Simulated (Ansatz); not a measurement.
**Zinc, hcp under PBE: convergence with the Gaussian smearing, part 1 of 2**

A convergence test of the Gaussian smearing width. The geometry was relaxed under PBE beforehand and stays fixed; 7 values are run, from 0.01 to 1.0 eV. Wanted are the values from which on the energy stays within 10 and 1 meV/atom, and the pressure within 0.5 GPa, of the narrowest run. Within the series other settings stay, but some runs also write fields, which adds to their time. Spin polarisation is left out.

Method: DFT PBE, plane waves with PAW, scalar-relativistic, in Ansatz 0.2.0.

## 1. Starting point

The structure is hexagonal, space group P6_3/mmc (No. 194). The conventional cell has a = 2.656 Å, b = 2.656 Å, c = 4.962 Å, α = 90.00°, β = 90.00°, γ = 120.00°. Zn (site symmetry -6m2) is surrounded by 12 Zn at 2.66 to 2.92 Å.

Structure file:

```cif
data_structure
_symmetry_space_group_name_H-M 'P6_3/mmc'
_symmetry_Int_Tables_number 194
_cell_length_a 2.6556
_cell_length_b 2.6556
_cell_length_c 4.9625
_cell_angle_alpha 90.000
_cell_angle_beta 90.000
_cell_angle_gamma 120.000
_cell_volume 30.31
loop_
_atom_site_label
_atom_site_type_symbol
_atom_site_symmetry_multiplicity
_atom_site_Wyckoff_symbol
_atom_site_fract_x
_atom_site_fract_y
_atom_site_fract_z
_atom_site_occupancy
Zn1 Zn 2 c 0.33333 0.66667 0.25000 1
```

## 2. With a width of 0.01 eV

The run at 0.01 eV.

Contents of input.yaml:

```yaml
crystal:
  lattice:
    - [2.6556370042, 0.0, 0.0]
    - [-1.3278185021, 2.2998491089, 0.0]
    - [0.0, 0.0, 4.962461604]
  atoms:
    - { symbol: Zn, position: [0.3333333333, 0.6666666667, 0.25] }
    - { symbol: Zn, position: [0.6666666667, 0.3333333333, 0.75] }
hamiltonian:
  xc: pbe
  pseudopotentials:
    kind: paw
    azcp:
      Zn: "pseudopotentials/Zn.paw.azcp"
basis:
  ecutwfc: 420
  fft_grid_basis: typed
kpoints:
  mp_grid: { grid: [14, 14, 7], shift: [0, 0, 0] }
magnetization:
  spin_polarized: false
scf:
  occupations: { method: gaussian, width: 0.01 }
  lower_state_search: "off"
output:
  stress: true
```

Command:

```bash
$ ansatz run input.yaml --threads 1 --pin off --max-ram 3584MiB --backend cpu --events-out ev --progress --plain --runs-dir out
```

What it wrote:

```text
Engine: ansatz 0.2.0, x86_64-unknown-linux-gnu
Pseudopotentials: kind: paw
Pseudopotential: Zn, paw, valence charge 12, recommended cutoff 420 eV (normal), <dir>
Functional definition: PBE
  parameter kappa = 0.804
  parameter beta = 0.06672455060314922
  exchange = pbe_x(kappa = kappa, mu = beta*pi^2/3)
  correlation = pbe_c(beta = beta)
Crystal: 2 atoms, lattice volume = 30.309 Å³
Basis set: ecut = 420 eV, 623 PW (Γ)
Bands: 16, of which v1, the nominal top of the filled ones, is band 12 counted from 1 (11 counted from 0)
Symmetry: 24 space group operations
Space group: P63/mmc (ITA 194), of the structure as read, at distance tolerance 3.1e-5 Å
k-points: 96 of 1372
Non-local potential: Zn, projectors of the file, l = 0: 2, l = 1: 2, l = 2: 3, l = 3: 1
PAW form: soft (Blöchl's): semilocal exchange-correlation on the pseudo side does not see the compensation charge
PAW one-centre angular grid: Zn, 590 points (default); XC on 64 Gauss nodes
Initial density: superposition of atomic densities (neutral atoms: chi_scale 0, normalization atom), corrected by the library's trained network
Initial wavefunctions: pseudopotential atomic-orbital guess
Functional: x = pbe(κ = 0.804, μ = 0.2195149727645171), c = pbe(β = 0.06672455060314922)
SCF iter   1: F=—  HF=-6638.048648 eV  |F-HF|=—  |Δ(HF+E_count)|=         —  Δρ=1.33e-3  dr2=4.47e-4  ethr=1.77e-3  ⟨swp⟩=5.5  Hψ=7760  notcnv=0
preconditioner: auto → none  [metal: Δε(μ)=0.003 eV  Ē_g=13.104 eV  σ=0.010 eV  W_gap=0.18  n_scr=4 (ndim 8)  ℏωp=33.0 eV  f_vac=0.000  D(μ)=3.45/eV (n_scr^D=36)  sad-step TF]
SCF iter   2: F=—  HF=-6638.048792 eV  |F-HF|=—  |Δ(HF+E_count)|=   1.44e-4  Δρ=7.87e-4  dr2=1.79e-4  ethr=1.86e-6  ⟨swp⟩=2.1  Hψ=3793  notcnv=0  defer=8
SCF iter   3: F=—  HF=-6638.048796 eV  |F-HF|=—  |Δ(HF+E_count)|=   4.06e-6  Δρ=4.59e-4  dr2=3.42e-5  ethr=7.46e-7  ⟨swp⟩=2.0  Hψ=3040  notcnv=0  defer=8
SCF iter   4: F=—  HF=-6638.048790 eV  |F-HF|=—  |Δ(HF+E_count)|=   5.38e-6  Δρ=1.01e-4  dr2=1.80e-6  ethr=1.42e-7  ⟨swp⟩=2.0  Hψ=2490  notcnv=0  defer=8
SCF iter   5: F=—  HF=-6638.048790 eV  |F-HF|=—  |Δ(HF+E_count)|=   2.00e-7  Δρ=3.97e-5  dr2=2.54e-7  ethr=7.52e-9  ⟨swp⟩=2.1  Hψ=2714  notcnv=0  defer=8
SCF iter   6: F=-6638.048790 eV  HF=-6638.048790 eV  |F-HF|=9.50e-8  |Δ(HF+E_count)|=   6.06e-8  Δρ=2.16e-5  dr2=7.56e-8  ethr=4.17e-10  ⟨swp⟩=4.7  Hψ=5660  notcnv=0
SCF 1 converged in 6 iterations: F = -6638.048790 eV  dr2 = 7.56e-8
SCF converged after 6 iterations
Free energy (F): -6638.048790 eV
Harris-Foulkes:  -6638.048790 eV  (|F-HF|=9.50e-8)
Internal energy: -6638.048620 eV  (E = F + TS)
E sigma→0 (E₀):  -6638.048705 eV
Entropy (-TS):   -0.000171 eV (-0.085 meV/atom)
Fermi energy:    11.022622 eV
--- Per-component energies (eV) ---
  E_band       = 98.547603
  E_kinetic    = 262.022714
  E_local      = -3070.198969  (includes V_loc(G=0)·N_el)
  E_nonlocal   = 1220.922174
  E_hartree    = 1287.153668
  E_xc         = -275.507728
  E_vxc        = -105.343342  (∫ρ·V_xc dr)
  E_paw        = -3649.426714  (= ΣΔE_a)
  E_vpaw       = -783.181491  (= ΣTr[D̂ρ^β])
  E_aug_tail   = -0.000754  (compensation charges beyond the density's cutoff)
  E_ewald      = -2413.013011
  E_smearing   = -0.000171  (= −TS)
  E_closure    = -0.000000  (closes the sum)
  Σ components = -6638.048790   (vs F -6638.048790, Δ=0.00e0)
--- Stress (GPa, compression-positive) ---
        0.810728      -0.000000       0.000000
       -0.000000       0.810728       0.000000
        0.000000       0.000000      -1.330386
  P = ⅓ Tr σ = 0.0970 GPa (0.970 kbar)
```

Wall time 4.5 s (1 thread of Intel Xeon Platinum 8259CL at 2.50GHz (Skylake/Cascade Lake), shared host); peak memory 0.51 GiB.

## 3. With a width of 0.03 eV

The run at 0.03 eV.

Changes to input.yaml since step 2:

```diff
@@ -22,3 +22,3 @@
 scf:
-  occupations: { method: gaussian, width: 0.01 }
+  occupations: { method: gaussian, width: 0.03 }
   lower_state_search: "off"
```

Command:

```bash
$ ansatz run input.yaml --threads 1 --pin off --max-ram 3584MiB --backend cpu --events-out ev --progress --plain --runs-dir out
```

What it wrote:

```text
[... 8 set-up lines as earlier in the session ...]
Crystal: 2 atoms, lattice volume = 30.309 Å³
Basis set: ecut = 420 eV, 623 PW (Γ)
Bands: 16, of which v1, the nominal top of the filled ones, is band 12 counted from 1 (11 counted from 0)
[... 2 set-up lines as earlier in the session ...]
k-points: 96 of 1372
[... 6 set-up lines as earlier in the session ...]
SCF iter   1: F=—  HF=-6638.049059 eV  |F-HF|=—  |Δ(HF+E_count)|=         —  Δρ=1.29e-3  dr2=4.06e-4  ethr=1.77e-3  ⟨swp⟩=5.4  Hψ=7709  notcnv=0
preconditioner: auto → none  [insulator: Δε(μ)=0.080 eV  Ē_g=13.125 eV  σ=0.030 eV  W_gap=0.56  n_scr=4 (ndim 8)  ℏωp=33.0 eV  f_vac=0.000  D(μ)=1.58/eV (n_scr^D=22)  ε∞_Penn≈7.3]
SCF iter   2: F=—  HF=-6638.049193 eV  |F-HF|=—  |Δ(HF+E_count)|=   1.35e-4  Δρ=6.68e-4  dr2=9.23e-5  ethr=1.69e-6  ⟨swp⟩=2.1  Hψ=3499  notcnv=0
SCF iter   3: F=—  HF=-6638.049204 eV  |F-HF|=—  |Δ(HF+E_count)|=   1.14e-5  Δρ=4.58e-4  dr2=3.29e-5  ethr=3.85e-7  ⟨swp⟩=2.0  Hψ=2695  notcnv=0
SCF iter   4: F=—  HF=-6638.049198 eV  |F-HF|=—  |Δ(HF+E_count)|=   6.07e-6  Δρ=9.18e-5  dr2=1.11e-6  ethr=1.37e-7  ⟨swp⟩=2.0  Hψ=2514  notcnv=0
SCF iter   5: F=—  HF=-6638.049200 eV  |F-HF|=—  |Δ(HF+E_count)|=   1.44e-6  Δρ=4.33e-5  dr2=3.00e-7  ethr=4.62e-9  ⟨swp⟩=2.1  Hψ=2717  notcnv=0
SCF iter   6: F=-6638.049200 eV  HF=-6638.049200 eV  |F-HF|=6.68e-8  |Δ(HF+E_count)|=   1.16e-7  Δρ=1.70e-5  dr2=4.62e-8  ethr=4.17e-10  ⟨swp⟩=5.2  Hψ=6056  notcnv=0
SCF 1 converged in 6 iterations: F = -6638.049200 eV  dr2 = 4.62e-8
SCF converged after 6 iterations
Free energy (F): -6638.049200 eV
Harris-Foulkes:  -6638.049200 eV  (|F-HF|=6.68e-8)
Internal energy: -6638.048490 eV  (E = F + TS)
E sigma→0 (E₀):  -6638.048845 eV
Entropy (-TS):   -0.000710 eV (-0.355 meV/atom)
Fermi energy:    11.027194 eV
--- Per-component energies (eV) ---
  E_band       = 98.536717
  E_kinetic    = 262.019594
  E_local      = -3070.192068  (includes V_loc(G=0)·N_el)
  E_nonlocal   = 1220.925723
  E_hartree    = 1287.149217
  E_xc         = -275.505196
  E_vxc        = -105.340445  (∫ρ·V_xc dr)
  E_paw        = -3649.431995  (= ΣΔE_a)
  E_vpaw       = -783.189247  (= ΣTr[D̂ρ^β])
  E_aug_tail   = -0.000754  (compensation charges beyond the density's cutoff)
  E_ewald      = -2413.013011
  E_smearing   = -0.000710  (= −TS)
  E_closure    = -0.000000  (closes the sum)
  Σ components = -6638.049200   (vs F -6638.049200, Δ=0.00e0)
--- Stress (GPa, compression-positive) ---
        0.771486      -0.000000       0.000000
       -0.000000       0.771486       0.000000
        0.000000       0.000000      -1.315531
  P = ⅓ Tr σ = 0.0758 GPa (0.758 kbar)
```

Run time: 3.7 s. Hardware: 1 thread of Intel Xeon Platinum 8259CL at 2.50GHz (Skylake/Cascade Lake), shared host; peak memory 0.5 GiB.

## 4. With a width of 0.1 eV

The run at 0.1 eV.

Changes to input.yaml since step 3:

```diff
@@ -22,3 +22,3 @@
 scf:
-  occupations: { method: gaussian, width: 0.03 }
+  occupations: { method: gaussian, width: 0.1 }
   lower_state_search: "off"
```

Command:

```bash
$ ansatz run input.yaml --threads 1 --pin off --max-ram 3584MiB --backend cpu --events-out ev --progress --plain --runs-dir out
```

What it wrote:

```text
[... 8 set-up lines as earlier in the session ...]
Crystal: 2 atoms, lattice volume = 30.309 Å³
Basis set: ecut = 420 eV, 623 PW (Γ)
Bands: 16, of which v1, the nominal top of the filled ones, is band 12 counted from 1 (11 counted from 0)
[... 2 set-up lines as earlier in the session ...]
k-points: 96 of 1372
[... 6 set-up lines as earlier in the session ...]
SCF iter   1: F=—  HF=-6638.051206 eV  |F-HF|=—  |Δ(HF+E_count)|=         —  Δρ=1.21e-3  dr2=3.35e-4  ethr=1.77e-3  ⟨swp⟩=5.1  Hψ=7641  notcnv=0
preconditioner: auto → none  [metal: Δε(μ)=0.080 eV  Ē_g=13.125 eV  σ=0.100 eV  W_gap=0.43  n_scr=4 (ndim 8)  ℏωp=33.0 eV  f_vac=0.000  D(μ)=0.73/eV (n_scr^D=2)  sad-step TF]
SCF iter   2: F=—  HF=-6638.051364 eV  |F-HF|=—  |Δ(HF+E_count)|=   1.58e-4  Δρ=7.50e-4  dr2=1.53e-4  ethr=1.39e-6  ⟨swp⟩=2.2  Hψ=3475  notcnv=0
SCF iter   3: F=—  HF=-6638.051366 eV  |F-HF|=—  |Δ(HF+E_count)|=   1.48e-6  Δρ=4.29e-4  dr2=3.18e-5  ethr=6.36e-7  ⟨swp⟩=2.0  Hψ=2684  notcnv=0
SCF iter   4: F=—  HF=-6638.051363 eV  |F-HF|=—  |Δ(HF+E_count)|=   2.12e-6  Δρ=1.13e-4  dr2=2.25e-6  ethr=1.33e-7  ⟨swp⟩=2.1  Hψ=2643  notcnv=0
SCF iter   5: F=—  HF=-6638.051363 eV  |F-HF|=—  |Δ(HF+E_count)|=   6.24e-7  Δρ=2.56e-5  dr2=1.02e-7  ethr=9.38e-9  ⟨swp⟩=2.1  Hψ=2627  notcnv=0
SCF iter   6: F=-6638.051363 eV  HF=-6638.051363 eV  |F-HF|=4.28e-8  |Δ(HF+E_count)|=   1.01e-8  Δρ=1.49e-5  dr2=3.60e-8  ethr=4.17e-10  ⟨swp⟩=4.4  Hψ=5553  notcnv=0
SCF 1 converged in 6 iterations: F = -6638.051363 eV  dr2 = 3.60e-8
SCF converged after 6 iterations
Free energy (F): -6638.051363 eV
Harris-Foulkes:  -6638.051363 eV  (|F-HF|=4.28e-8)
Internal energy: -6638.047689 eV  (E = F + TS)
E sigma→0 (E₀):  -6638.049526 eV
Entropy (-TS):   -0.003674 eV (-1.837 meV/atom)
Fermi energy:    11.056446 eV
--- Per-component energies (eV) ---
  E_band       = 98.539800
  E_kinetic    = 262.023659
  E_local      = -3070.189102  (includes V_loc(G=0)·N_el)
  E_nonlocal   = 1220.913284
  E_hartree    = 1287.145755
  E_xc         = -275.508955
  E_vxc        = -105.344982  (∫ρ·V_xc dr)
  E_paw        = -3649.418566  (= ΣΔE_a)
  E_vpaw       = -783.167567  (= ΣTr[D̂ρ^β])
  E_aug_tail   = -0.000754  (compensation charges beyond the density's cutoff)
  E_ewald      = -2413.013011
  E_smearing   = -0.003674  (= −TS)
  E_closure    = -0.000000  (closes the sum)
  Σ components = -6638.051363   (vs F -6638.051363, Δ=0.00e0)
--- Stress (GPa, compression-positive) ---
        0.588144       0.000000       0.000000
        0.000000       0.588144       0.000000
        0.000000       0.000000      -0.896158
  P = ⅓ Tr σ = 0.0934 GPa (0.934 kbar)
```

Run time: 3 s. Hardware: 1 thread of Intel Xeon Platinum 8259CL at 2.50GHz (Skylake/Cascade Lake), shared host; peak memory 0.5 GiB.

## 5. With a width of 0.2 eV

The run at 0.2 eV.

Changes to input.yaml since step 4:

```diff
@@ -22,3 +22,3 @@
 scf:
-  occupations: { method: gaussian, width: 0.1 }
+  occupations: { method: gaussian, width: 0.2 }
   lower_state_search: "off"
```

Command:

```bash
$ ansatz run input.yaml --threads 1 --pin off --max-ram 3584MiB --backend cpu --events-out ev --progress --plain --runs-dir out
```

What it wrote:

```text
[... 8 set-up lines as earlier in the session ...]
Crystal: 2 atoms, lattice volume = 30.309 Å³
Basis set: ecut = 420 eV, 623 PW (Γ)
Bands: 16, of which v1, the nominal top of the filled ones, is band 12 counted from 1 (11 counted from 0)
[... 2 set-up lines as earlier in the session ...]
k-points: 96 of 1372
[... 6 set-up lines as earlier in the session ...]
SCF iter   1: F=—  HF=-6638.055830 eV  |F-HF|=—  |Δ(HF+E_count)|=         —  Δρ=1.12e-3  dr2=2.65e-4  ethr=1.77e-3  ⟨swp⟩=5.0  Hψ=7518  notcnv=0
preconditioner: auto → none  [metal: Δε(μ)=0.080 eV  Ē_g=13.125 eV  σ=0.200 eV  W_gap=0.22  n_scr=4 (ndim 8)  ℏωp=33.0 eV  f_vac=0.000  D(μ)=0.57/eV (n_scr^D=2)  sad-step TF]
SCF iter   2: F=—  HF=-6638.055985 eV  |F-HF|=—  |Δ(HF+E_count)|=   1.54e-4  Δρ=7.08e-4  dr2=1.21e-4  ethr=1.10e-6  ⟨swp⟩=2.3  Hψ=3495  notcnv=0
SCF iter   3: F=—  HF=-6638.055993 eV  |F-HF|=—  |Δ(HF+E_count)|=   8.53e-6  Δρ=3.96e-4  dr2=2.70e-5  ethr=5.06e-7  ⟨swp⟩=2.0  Hψ=2688  notcnv=0
SCF iter   4: F=—  HF=-6638.055994 eV  |F-HF|=—  |Δ(HF+E_count)|=   1.31e-6  Δρ=1.12e-4  dr2=2.25e-6  ethr=1.12e-7  ⟨swp⟩=2.1  Hψ=2616  notcnv=0
iter 5 did not close the SCF: its close was put off for the readings that it lacked (scf_convergence_deferred on its scf_iter line)
SCF iter   5: F=-6638.055994 eV  HF=-6638.055994 eV  |F-HF|=1.00e-7  |Δ(HF+E_count)|=   6.28e-7  Δρ=2.46e-5  dr2=9.23e-8  ethr=9.38e-9  ⟨swp⟩=2.1  Hψ=2615  notcnv=0
SCF iter   6: F=-6638.055994 eV  HF=-6638.055994 eV  |F-HF|=4.93e-8  |Δ(HF+E_count)|=   3.74e-9  Δρ=1.61e-5  dr2=4.18e-8  ethr=3.84e-10  ⟨swp⟩=3.2  Hψ=6371  notcnv=0
SCF 1 converged in 6 iterations: F = -6638.055994 eV  dr2 = 4.18e-8
SCF converged after 6 iterations
Free energy (F): -6638.055994 eV
Harris-Foulkes:  -6638.055994 eV  (|F-HF|=4.93e-8)
Internal energy: -6638.044529 eV  (E = F + TS)
E sigma→0 (E₀):  -6638.050261 eV
Entropy (-TS):   -0.011465 eV (-5.732 meV/atom)
Fermi energy:    11.082485 eV
--- Per-component energies (eV) ---
  E_band       = 98.552211
  E_kinetic    = 262.031997
  E_local      = -3070.186759  (includes V_loc(G=0)·N_el)
  E_nonlocal   = 1220.896627
  E_hartree    = 1287.142471
  E_xc         = -275.514529
  E_vxc        = -105.351731  (∫ρ·V_xc dr)
  E_paw        = -3649.400571  (= ΣΔE_a)
  E_vpaw       = -783.136959  (= ΣTr[D̂ρ^β])
  E_aug_tail   = -0.000754  (compensation charges beyond the density's cutoff)
  E_ewald      = -2413.013011
  E_smearing   = -0.011465  (= −TS)
  E_closure    = -0.000000  (closes the sum)
  Σ components = -6638.055994   (vs F -6638.055994, Δ=0.00e0)
--- Stress (GPa, compression-positive) ---
        0.415184      -0.000000       0.000000
       -0.000000       0.415184       0.000000
        0.000000       0.000000      -0.440372
  P = ⅓ Tr σ = 0.1300 GPa (1.300 kbar)
```

It took 4.2 s on 1 thread of Intel Xeon Platinum 8259CL at 2.50GHz (Skylake/Cascade Lake), shared host; peak memory 0.51 GiB.

(Continued in part 2 of 2.)
